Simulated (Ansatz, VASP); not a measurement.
# One calculation of SiO2, two programs

```
CELL_PARAMETERS angstrom
0.00000 2.26417 2.26417
2.28749 0.00000 2.26417
2.28749 2.26417 0.00000
ATOMIC_POSITIONS crystal
Si 0.00000 0.00000 0.00000
O 0.25000 0.25000 0.25000
O 0.75000 0.75000 0.75000
```

Change from the starting cell: uniaxial_x strain +1.0%.

Alike in both runs: task single point; functional r2SCAN; k mesh 10 × 10 × 10; no spin polarisation.

|  | VASP | Ansatz |
| --- | --- | --- |
| version | VASP 6.6.1 | Ansatz 0.2.0 |
| potentials or method | VASP PAW PBE potentials, release 64 (Si, O) | plane waves, PAW |
| plane-wave cutoff (eV) | 520 | 500 |
| occupations | gaussian, width 0.01 eV | fixed |
| valence electrons in the cell | 16 | 16 |

Ansatz gave:

* gap on the k mesh at the Fermi level (eV): 2.58
* pressure (GPa): -3.0
* largest component of the traceless stress (GPa): 7.54

Estimate VASP's values.

gap on the k mesh at the Fermi level (eV): 2.55; pressure (GPa): -2.5; largest component of the traceless stress (GPa): 7.54.

Caveats: the PAW data sets were made with another functional, which shifts forces and pressure a little (VASP). A k mesh can miss the band edges.
